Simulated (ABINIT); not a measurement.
# CdS (Greenockite) (P6_3mc) in ABINIT: notebook, part 2 of 2

ABINIT 10.8.3 (patched build). Earlier steps stand in the parts before.

**3. Relaxation of cell and atoms, PBEsol**

File run.abi:

```
# Pseudopotentials
pp_dirpath "./"
pseudos "Cd.GGA_PBE-JTH.xml, S.GGA_PBE-JTH.xml"

# Structure
acell 3*1.0 Angstrom
rprim
     4.1500000000     0.0000000000     0.0000000000
    -2.0750000000     3.5940054257     0.0000000000
     0.0000000000     0.0000000000     6.7370000000
ntypat 2
znucl 48 16
natom 4
typat 1 1 2 2
chkprim 0
chksymtnons 0
tolsym 1.0e-6
xred
            2/3            1/3            1/2
            1/3            2/3            0.0
            2/3            1/3            7/8
            1/3            2/3            3/8

# Plane-wave basis
ecut 22.0
pawecutdg 44.0
ecutsm 0.5

# k points
kptopt 1
ngkpt 5 5 3
nshiftk 1
shiftk 0.0 0.0 0.0

# Exchange and correlation
ixc -116133

# Bands and occupations
nband 22
occopt 3
tsmear 0.00183747

# SCF cycle
nstep 80
tolvrs 1.0e-10

# Output
iomode 3
prteig 0
prtebands 0
prtwf 0
prtden 0

# Relaxation
ionmov 2
optcell 2
ntime 50
tolmxf 2.0e-5
dilatmx 1.08
```

Potentials or basis: JTH PAW PBE v2.0.

On the command line:

```
$ abinit run.abi > log 2>&1
```

run.abo:

```text
.Version 10.8.3 of ABINIT
 Symmetries : space group P6_3 m c (#186); Bravais hP (primitive hexag.)
================================================================================
 Values of the parameters that define the memory need of the present run
     intxc =       0    ionmov =       2      iscf =      17    lmnmax =      18
     lnmax =       6     mgfft =      60  mpssoang =       3    mqgrid =    4106
     natom =       4  nloc_mem =       2    nspden =       1   nspinor =       1
    nsppol =       1      nsym =      12    n1xccc =       1    ntypat =       2
    occopt =       3   xclevel =       2
       mpw =        4239          nfft =       77760          nkpt =          10
 PAW method is used; the additional fine FFT grid is defined by:
   mgfftf=        90    nfftf =    262440
================================================================================
================================================================================

--------------------------------------------------------------------------------
------------- Echo of variables that govern the present computation ------------
--------------------------------------------------------------------------------
 -outvars: echo values of preprocessed input variables --------
            acell      1.8897261259E+00  1.8897261259E+00  1.8897261259E+00 Bohr
              amu      1.12411000E+02  3.20660000E+01
          chkprim           0
      chksymtnons           0
          dilatmx      1.08000000E+00
             ecut      2.20000000E+01 Hartree
           ecutsm      5.00000000E-01 Hartree
           ionmov           2
              ixc     -116133
         kptrlatt        5    0    0      0    5    0      0    0    3
          kptrlen      3.81932547E+01
            natom           4
            nband          22
            ngfft          36      36      60
          ngfftdg          54      54      90
             nkpt          10
            nstep          80
             nsym          12
            ntime          50
           ntypat           2
           occopt           3
          optcell           2
        pawecutdg      4.40000000E+01 Hartree
         pawxcdev           0
           prtden           0
        prtebands           0
           prteig           0
            prtwf           0
            rprim      4.1500000000E+00  0.0000000000E+00  0.0000000000E+00
                      -2.0750000000E+00  3.5940054257E+00  0.0000000000E+00
                       0.0000000000E+00  0.0000000000E+00  6.7370000000E+00
          spgroup         186
           tolmxf      2.00000000E-05
           tolsym      1.00000000E-06
           tolvrs      1.00000000E-10
           tsmear      1.83747000E-03 Hartree
            typat      1  1  2  2
           useylm           1
           xangst      2.0750000000E+00  1.1980018086E+00  3.3685000000E+00
                       8.4508112022E-17  2.3960036171E+00  0.0000000000E+00
                       2.0750000000E+00  1.1980018086E+00  5.8948750000E+00
                       8.4508112022E-17  2.3960036171E+00  2.5263750000E+00
            xcart      3.9211817113E+00  2.2638953165E+00  6.3655424551E+00
                       1.5969718714E-16  4.5277906331E+00  0.0000000000E+00
                       3.9211817113E+00  2.2638953165E+00  1.1139699296E+01
                       1.5969718714E-16  4.5277906331E+00  4.7741568413E+00
             xred      6.6666666667E-01  3.3333333333E-01  5.0000000000E-01
                       3.3333333333E-01  6.6666666667E-01  0.0000000000E+00
                       6.6666666667E-01  3.3333333333E-01  8.7500000000E-01
                       3.3333333333E-01  6.6666666667E-01  3.7500000000E-01
            znucl       48.00000   16.00000

================================================================================

 chkinp: Checking input parameters for consistency.

[... 1269 lines left out ...]

 cartesian coordinates (angstrom) at end:
    1      2.06297390484808     1.19105853929342     3.35295431718350
    2     -0.00000000000000     2.38211707858683    -0.00425444263506
    3      2.06297390484808     1.19105853929342     5.87936977231753
    4     -0.00000000000000     2.38211707858683     2.52216101249897

 cartesian forces (hartree/bohr) at end:
    1     -0.00000000000000    -0.00000000000000     0.00000694767571
    2     -0.00000000000000    -0.00000000000000     0.00000694767571
    3      0.00000000000000     0.00000000000000    -0.00000694767571
    4     -0.00000000000000    -0.00000000000000    -0.00000694767571
 frms,max,avg= 4.0112424E-06 6.9476757E-06   0.000E+00  0.000E+00 -9.163E-05 h/b

 cartesian forces (eV/Angstrom) at end:
    1     -0.00000000000000    -0.00000000000000     0.00035726384918
    2     -0.00000000000000    -0.00000000000000     0.00035726384918
    3      0.00000000000000     0.00000000000000    -0.00035726384918
    4     -0.00000000000000    -0.00000000000000    -0.00035726384918
 frms,max,avg= 2.0626638E-04 3.5726385E-04   0.000E+00  0.000E+00 -4.712E-03 e/A
 length scales=  7.796911370115  7.796911370106 12.688410207111 bohr
              =  4.125947809696  4.125947809691  6.714417519637 angstroms
 Fermi (or HOMO) energy (hartree) =   0.14975   Average Vxc (hartree)=  -0.33664
 Eigenvalues (hartree) for nkpt=  10  k points:
 kpt#   1, nband= 22, wtk=  0.01333, kpt=  0.0000  0.0000  0.0000 (reduced coord)
  -0.32687   -0.31016   -0.15452   -0.15417   -0.15417   -0.15100   -0.15100   -0.13849
  -0.13849   -0.13499   -0.13499   -0.12227   -0.03576    0.10060    0.10060    0.12749
   0.12935    0.12935    0.16850    0.22708    0.36242    0.36242
      occupation numbers for kpt#   1
   2.00000    2.00000    2.00000    2.00000    2.00000    2.00000    2.00000    2.00000
   2.00000    2.00000    2.00000    2.00000    2.00000    2.00000    2.00000    1.99999
   1.99997    1.99997    0.00007    0.00000    0.00000    0.00000
 prteigrs : prtvol=0 or 1, do not print more k-points.

--- !EnergyTerms
iteration_state     : {dtset: 1, itime: 10, icycle: 1, }
comment             : Components of total free energy in Hartree
kinetic             :  3.45029354037989E+01
hartree             :  2.85456450340382E+01
xc                  : -1.36656248239429E+01
Ewald energy        : -8.53079857112421E+01
psp_core            :  3.13311281781592E+00
local_psp           : -8.90232279918048E+01
PAW spherical_terms :  5.99970217980596E+00
internal            : -1.15815443091531E+02
'-kT*entropy'       : -4.29060776571677E-08
total_energy        : -1.15815443134437E+02
total_energy_eV     : -3.15149875638061E+03
...

--- !EnergyTermsDC
iteration_state     : {dtset: 1, itime: 10, icycle: 1, }
comment             : '"Double-counting" decomposition of free energy'
band_energy         : -3.42715585988340E+00
Ewald energy        : -8.53079857112421E+01
psp_core            :  3.13311281781592E+00
xc_dc               : -2.68939445826156E+01
PAW spherical_terms : -3.31946965484927E+00
internal            : -1.15815442990775E+02
'-kT*entropy'       : -4.29060776571677E-08
total_energy_dc     : -1.15815443033681E+02
total_energy_dc_eV  : -3.15149875363889E+03
...

--- !EnergyTermsWithPAWCore
iteration_state     : {dtset: 1, itime: 10, icycle: 1, }
comment             : 'Components of total free energy, including PAW core contributions'
Total energy        : -1.19814239670310E+04
Total energy DC     : -1.19814239669303E+04
Total energy (eV)   : -3.26031155343735E+05
Total energy DC (eV): -3.26031155340993E+05
...

 rms coord change=  3.6583E-04   atom, delta coord (reduced):
     1        0.000000000000      0.000000000000     -0.000633627954
     2        0.000000000000      0.000000000000     -0.000633627954
     3        0.000000000000      0.000000000000      0.000633627954
     4        0.000000000000      0.000000000000      0.000633627954

 Cartesian components of stress tensor (hartree/bohr^3)
  sigma(1 1)= -9.55297903E-08  sigma(3 2)=  0.00000000E+00
  sigma(2 2)= -9.55297762E-08  sigma(3 1)=  0.00000000E+00
  sigma(3 3)=  9.09543721E-10  sigma(2 1)=  0.00000000E+00

-Cartesian components of stress tensor (GPa)         [Pressure=  1.8648E-03 GPa]
- sigma(1 1)= -2.81058347E-03  sigma(3 2)=  0.00000000E+00
- sigma(2 2)= -2.81058305E-03  sigma(3 1)=  0.00000000E+00
- sigma(3 3)=  2.67597001E-05  sigma(2 1)=  0.00000000E+00

== END DATASET(S) ==============================================================
================================================================================

 -outvars: echo values of variables after computation  --------
            acell      7.7969113701E+00  7.7969113701E+00  1.2688410207E+01 Bohr
           etotal     -1.1581544303E+02
            fcart     -0.0000000000E+00 -0.0000000000E+00  6.9476757057E-06
                      -0.0000000000E+00 -0.0000000000E+00  6.9476757057E-06
                       1.7267383810E-29  9.9693286907E-30 -6.9476757057E-06
                      -1.7267383810E-29 -9.9693286907E-30 -6.9476757057E-06
            rprim      1.0000000000E+00  0.0000000000E+00  0.0000000000E+00
                      -5.0000000000E-01  8.6602540378E-01  0.0000000000E+00
                       0.0000000000E+00  0.0000000000E+00  1.0000000000E+00
           strten     -9.5529790346E-08 -9.5529776199E-08  9.0954372072E-10
                       0.0000000000E+00  0.0000000000E+00  0.0000000000E+00
           xangst      2.0629739048E+00  1.1910585393E+00  3.3529543172E+00
                      -7.0379594481E-17  2.3821170786E+00 -4.2544426351E-03
                       2.0629739048E+00  1.1910585393E+00  5.8793697723E+00
                      -7.0379594481E-17  2.3821170786E+00  2.5221610125E+00
             xred      6.6666666667E-01  3.3333333333E-01  4.9936637205E-01
                       3.3333333333E-01  6.6666666667E-01 -6.3362795397E-04
                       6.6666666667E-01  3.3333333333E-01  8.7563362795E-01
                       3.3333333333E-01  6.6666666667E-01  3.7563362795E-01
 Calculation completed.
```

It took 9.1 min on 1 thread of Arm Neoverse V2, shared host; peak memory 0.21 GiB.

Results:

```yaml
Free_energy: -3151.4988 eV
Relaxed_volume: 24.75 Å³/atom
Relaxed_cell: a = 4.126 Å, b = 4.126 Å, c = 6.714 Å, α = 90.00°, β = 90.00°, γ = 120.00°
Space_group_after_relaxing_to_0.05_Å: P6_3mc (No. 186)
Energy_gained_by_relaxing: 1.3 meV/atom
Ionic_steps: 10
Pressure_after_relaxing: 0.0 GPa
Band_gap_on_the_k_mesh: 1.07 eV, direct
```

Step by step:
| step | energy change (eV) | largest force (eV/Å) | pressure (GPa) | volume (Å³) |
| --- | --- | --- | --- | --- |
| 1 | 0.0000 | 0.0598 | -0.89 | 100.48 |
| 2 | -0.0016 | 0.0501 | -0.73 | 100.21 |
| 3 | -0.0050 | 0.0020 | 0.03 | 98.95 |
| 4 | -0.0050 | 0.0031 | 0.00 | 98.99 |
| 5 | -0.0050 | 0.0029 | 0.00 | 98.99 |
| 6 | -0.0050 | 0.0001 | -0.01 | 99.00 |
| 7 | -0.0050 | 0.0004 | -0.01 | 99.00 |
| 8 | -0.0050 | 0.0011 | 0.00 | 98.99 |
| 9 | -0.0050 | 0.0010 | 0.00 | 98.99 |
| 10 | -0.0050 | 0.0004 | 0.00 | 98.99 |

Final structure:
```yaml
crystal:
  lattice:
    - [4.12595, 0.00000, 0.00000]
    - [-2.06297, 3.57318, 0.00000]
    - [0.00000, 0.00000, 6.71442]
  atoms:
    - { symbol: Cd, position: [0.66667, 0.33333, 0.49937] }
    - { symbol: Cd, position: [0.33333, 0.66667, 0.99937] }
    - { symbol: S, position: [0.66667, 0.33333, 0.87563] }
    - { symbol: S, position: [0.33333, 0.66667, 0.37563] }
```

Caveat: the PAW data sets were made with another functional, which shifts forces and pressure a little; an odd mesh through Γ misses points on the zone boundary, where band edges often lie. A hybrid or GW would open this gap; PBEsol tends to underestimate it.

**4. Single point, PBEsol (cell relaxed)**

File run.abi:

```
# Pseudopotentials
pp_dirpath "./"
pseudos "Cd.GGA_PBE-JTH.xml, S.GGA_PBE-JTH.xml"

# Structure
acell 4.12594781 4.1259478141 6.71441752 Angstrom
rprim
     1.0000000000     0.0000000000     0.0000000000
    -0.5000000007     0.8660254034     0.0000000000
     0.0000000000     0.0000000000     1.0000000000
ntypat 2
znucl 48 16
natom 4
typat 1 1 2 2
xred
     0.6666666700     0.3333333300     0.4993663700
     0.3333333300     0.6666666700    -0.0006336300
     0.6666666700     0.3333333300     0.8756336300
     0.3333333300     0.6666666700     0.3756336300
chkprim 0
chksymtnons 0
tolsym 1.0e-6

# Plane-wave basis
ecut 22.0
pawecutdg 44.0

# k points
kptopt 1
ngkpt 5 5 3
nshiftk 1
shiftk 0.0 0.0 0.0

# Exchange and correlation
ixc -116133

# Bands and occupations
nband 22
occopt 3
tsmear 0.05 eV

# SCF cycle
nstep 100
tolvrs 1.0e-9

# Output
iomode 3
prtwf 0
prtden 0
prteig 0
prtebands 0
enunit 1
prtvol 2
```

On the command line:

```
$ abinit run.abi > log 2>&1
```

Wall time 82 s (1 thread of Arm Neoverse V2, shared host); peak memory 0.17 GiB.

Results (log left out):

```yaml
Free_energy: -3151.4989 eV
Pressure: 0.0 GPa
Band_gap_on_the_k_mesh: 1.07 eV, direct
Valence_electrons_inside_the_program's_atomic_spheres: Cd 10.48; S 3.56
```

Forces in eV/Å, atoms in the order of the input:
```
Cd   0.000  0.000 -0.003
Cd   0.000  0.000 -0.003
S    0.000  0.000  0.003
S    0.000  0.000  0.003
```

Levels at points of the mesh, in eV from the valence-band top:
```csv
k point,band 15,band 16,band 17,band 18,band 19,band 20,band 21,band 22
"(0.00, 0.00, 0.00)",-0.78,-0.05,0.00,0.00,1.07,2.66,6.34,6.34
```

Caveat: the PAW data sets were made with another functional, which shifts forces and pressure a little.

**5. The runs side by side**

| task | level | potentials or basis | cell | cutoff (eV) | cell freedom (optcell) | optimiser (ionmov) | cutoff smearing ecutsm (Ha) | force stop (Ha/bohr) | fine-grid cutoff | gap on the mesh (eV) | pressure (GPa) |
| --- | --- | --- | --- | --- | --- | --- | --- | --- | --- | --- | --- |
| single point | PBE | PseudoDojo NC SR PBE v0.4.1 standard | as given | 1388 | - | - | - | - | - | 1.19 | - |
| relaxation of cell and atoms | PBEsol | JTH PAW PBE v2.0 | relaxed | 599 | 2 | 2 | 0.5 | 2e-05 | 1197.3 eV | 1.07 | 0.0 |
| single point | PBEsol | JTH PAW PBE v2.0 | cell relaxed | 599 | - | - | - | - | 1197.3 eV | 1.07 | 0.0 |

Alike in all rows: no spin polarisation; k mesh 5 × 5 × 3; smearing fermi-dirac 0.05 eV.

Caveats: the PAW data sets were made with another functional, which shifts forces and pressure a little (some runs); an odd mesh through Γ misses points on the zone boundary, where band edges often lie (some runs).

Total energies depend on the potentials used, so only differences within one code and one set of settings carry meaning.

**6. How close it comes**

Step 2. Against the measured gap of CdS, 2.5809 eV (quoted in “Isotope dependence of band-gap energy”, 2008, arxiv:0807.2152), the calculated 1.19 eV is off by -1.39 eV. So large a miss can be the level of theory's own, or it may mean another phase, state or a wrong row. Spin-orbit coupling on Cd is left out. The value is that of PBE, without temperature or zero-point motion. Semilocal functionals fall short of measured gaps as a rule.
